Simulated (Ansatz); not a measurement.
# ZrSi3: what a guessed cell relaxes into, part 2 of 2

Aim: relax a trial structure of ZrSi3 and see where it ends.

Ansatz 0.2.0; DFT PBE, scalar-relativistic, plane waves, PAW. The steps go on from the part before.

### Step 5. Final relaxation

The end of the coarse run is made exact in the group found at a tolerance of 0.06 Å and reduced to its primitive cell.

input.yaml reads:

```yaml
crystal:
  lattice:
    - [-2.6948734895, 2.6948734895, 2.6948734895]
    - [2.6948734895, -2.6948734895, 2.6948734895]
    - [2.6948734895, 2.6948734895, -2.6948734895]
  atoms:
    - { symbol: Zr, position: [0.0, 0.0, 0.0] }
    - { symbol: Si, position: [0.0, 0.5, 0.5] }
    - { symbol: Si, position: [0.5, 0.0, 0.5] }
    - { symbol: Si, position: [0.5, 0.5, 0.0] }
basis:
  ecutwfc: 420
kpoints:
  mp_grid: { grid: [12, 12, 12] }
hamiltonian:
  xc: pbe
scf:
  occupations: { method: gaussian, width: 0.1 }
output:
  forces: true
  stress: true
  eigenvalues: true
  write_density: true
  write_potential: true
  elf: true
  volumetric_format: npy
relax:
  adjacent_minimum: "off"
  f_tol: 0.01
  max_steps: 80
  cell: { stress_tol: 0.05 }
```

Started as:

```sh
$ ansatz run input.yaml --threads 1 --pin off --max-ram 2048MiB --backend cpu --events-out ev --progress --plain --runs-dir out
```

Standard output, cut to the lines that bear on the results:

```text
Warning: RAYON_NUM_THREADS=1 ignored (pool sized by the plan → 1); use --threads N
[...]
Pseudopotentials: kind: paw
Pseudopotential: Zr, paw, valence charge 12, recommended cutoff 420 eV (normal), Zr.paw.azcp
Pseudopotential: Si, paw, valence charge 4, recommended cutoff 420 eV (normal), Si.paw.azcp
Functional definition: PBE
[...]
Crystal: 4 atoms, lattice volume = 78.284 Å³
Basis set: ecut = 420 eV, 1505 PW (Γ), exchange–correlation on 64×64×64 points (8 copies of the dense FFT grid, shifted against one another)
Bands: 16, of which v1, the nominal top of the filled ones, is band 12 counted from 1 (11 counted from 0)
Symmetry: 48 space group operations
Space group: Im-3m (ITA 229), of the structure as read, at distance tolerance 4.3e-5 Å
k-points: 72 of 1728
[...]
SCF iter   1: F=—  HF=-6089.918663 eV  |F-HF|=—  |Δ(HF+E_count)|=         —  Δρ=3.47e-3  dr2=1.65e-2  ethr=1.77e-3  ⟨swp⟩=5.4  Hψ=6498  notcnv=0
[...]
       -0.000000      -0.000000      -0.038089
  P = ⅓ Tr σ = -0.0381 GPa (-0.381 kbar)
--- Band table (eV; the first three rows and the last of 72) ---
  k-point 0: bands = ["-39.8362", "-17.9024", "-17.9024", "-17.9024", "-1.7982", "4.4406", "4.4406", "6.6368", "6.6368", "6.6368", "8.4785", "8.4785", "8.4785", "9.5487", "9.5487", "9.5487"]
[...]
--- Relaxed structure (2 steps of the walk, 2 accepted, 1 SCFs on fresh bases) ---
  F+E_penalty+E_count = -6089.91654926 eV   max|allowed force component| = 2.989e-30 eV/Å   (the final SCF, on the basis selected at the relaxed cell)
  cell:  # Å, volume = 78.3965 Å³
    - [-2.696159724359724, 2.696159724359724, 2.696159724359724]
    - [2.696159724359724, -2.696159724359724, 2.696159724359724]
    - [2.696159724359724, 2.696159724359724, -2.696159724359724]
  atoms:
    - { symbol: Zr, position: [-4.2398298601069214e-36, 2.818410905634861e-35, 1.6081110511928167e-35] }
    - { symbol: Si, position: [-2.916785718803285e-35, 0.5, 0.5] }
    - { symbol: Si, position: [0.5, 1.4244940459805606e-34, 0.5] }
    - { symbol: Si, position: [0.5, 0.5, -4.1582426446739996e-36] }
```

Wall time 19 s (1 thread of Arm Neoverse V1, shared host); peak memory 0.4 GiB.

Step by step:

```csv
step,energy from step 1 (eV/cell),largest force component (eV/Å),pressure (GPa),volume (Å³)
1,0.0000,0.0000,0.08,78.28
2,0.0000,0.0000,-0.04,78.40
3,0.0000,0.0000,-0.04,78.40
```

Step 1 is the start. Step 3 repeats the geometry before it on a plane-wave basis chosen anew for that cell, so its energy need not be comparable with the rows above.

Lengths and angles in the start's conventional setting:

|  | before | after | change |
| --- | --- | --- | --- |
| a (Å) | 5.390 | 5.392 | 0.0 % |
| b (Å) | 5.390 | 5.392 | 0.0 % |
| c (Å) | 5.390 | 5.392 | 0.0 % |
| volume (Å³/atom) | 19.57 | 19.60 | +0.1 % |
| shortest distance (Å) | 2.695 | 2.696 | 0.0 % |
| space group (0.01 Å) | Im-3m | Im-3m | same |

The run keeps the 48 symmetry operations of the start, so it could not have lowered the symmetry.

The maps below are laid out on this run's own conventional cell (a, b, c = 5.392, 5.392, 5.392 Å).

Density in a lattice plane of the grid's cell (edges 5.39 and 5.39 Å, at 0.000 of the third edge), which holds Zr and Si.

Ten even steps from ' ' (0.04 e/Å³) to '@' (3.94 e/Å³):
```
@@@@%%++::      ....          ....      ::++%%@@
%%##++::..                              ..::++##
==--::..                                  ..::--
....                                          ..
                                                
                                                
....                                          ..
                                                
                                                
                                                
                                                
                                                
....                                          ..
                                                
                                                
....                                          ..
==--::..                                  ..::--
%%##++::..                              ..::++##
@@@@%%++::      ....          ....      ::++%%@@
**@@@@**::..    ....          ....    ..::**@@@@
```
Columns run along the first of these edges and rows up along the second, over one cell in 24 and 20 even steps from the bottom left corner. Atoms in the plane (fractional): Zr at (0.00, 0.00), Si at (0.50, 0.00), Si at (0.50, 0.50), Si at (0.00, 0.50).

ELF in the same plane.

Ten even steps from ' ' (0.00) to '@' (0.89):
```
==**%%%%++--++%%@@%%**==++==**%%@@%%++--++%%%%**
%%%%%%**--::==%%@@@@##++==++##%%@@%%==::--**%%%%
%%##++::....--**##%%##########%%##**--....::++##
==--::......::==++****######****++==::......::--
++++++==--::::--====++******++====--::::--==++++
@@@@%%##**==----==++**######**++==----==**##%%@@
@@@@@@%%##++====++**##########**++====++##%%@@@@
####%%%%##**++++****++++==++++****++++**##%%%%##
++++++**####****##**====++====**##****####**++++
##++==**####**####**==++##++==**####**####**==++
++++++**####****##**====++====**##****####**++++
####%%%%##**++++****++++==++++****++++**##%%%%##
@@@@@@%%##++====++**##########**++====++##%%@@@@
@@@@%%##**==----==++**######**++==----==**##%%@@
++++++==--::::--====++******++====--::::--==++++
==--::......::==++****######****++==::......::--
%%##++::....--**##%%##########%%##**--....::++##
%%%%%%**--::==%%@@%%##++==++##@@@@%%==::--**%%%%
==**%%%%++--++%%@@%%**==++==**%%@@%%++--++%%%%**
  ::##%%**--++@@@@%%**++##++**%%@@@@++--**%%##::
```
Columns run along the first of these edges and rows up along the second, over one cell in 24 and 20 even steps from the bottom left corner. Atoms in the plane (fractional): Zr at (0.00, 0.00), Si at (0.50, 0.00), Si at (0.50, 0.50), Si at (0.00, 0.50).

Both are smooth fields of the valence electrons: close to the nuclei they are not physical.

Outside the cores ELF peaks at 0.90 on the Si–Zr line, 1.0 Å from Si.

### Step 6. Outcome

The summary covers parts 1 to 2. Changes of volume or cell count from the first structure of part 1.

| quantity | value |
| --- | --- |
| symmetry at the end (tolerance 0.05 Å) | space group Im-3m (No. 229) |
| conventional cell | a = 5.392 Å, b = 5.392 Å, c = 5.392 Å, α = 90.00°, β = 90.00°, γ = 90.00° |
| volume | 19.60 Å³/atom |
| energy over the elements | +0.34 eV/atom |
| gap on the mesh | none (metal) |

**Reading.** The space group Im-3m (No. 229) is kept, and the volume per atom grows by 17.0 % from the first guess. The formation energy is positive, so the separate elements lie lower. No finished test with a distortion of lower symmetry is shown, so the end may be a saddle point. Other magnetic orders were not searched.
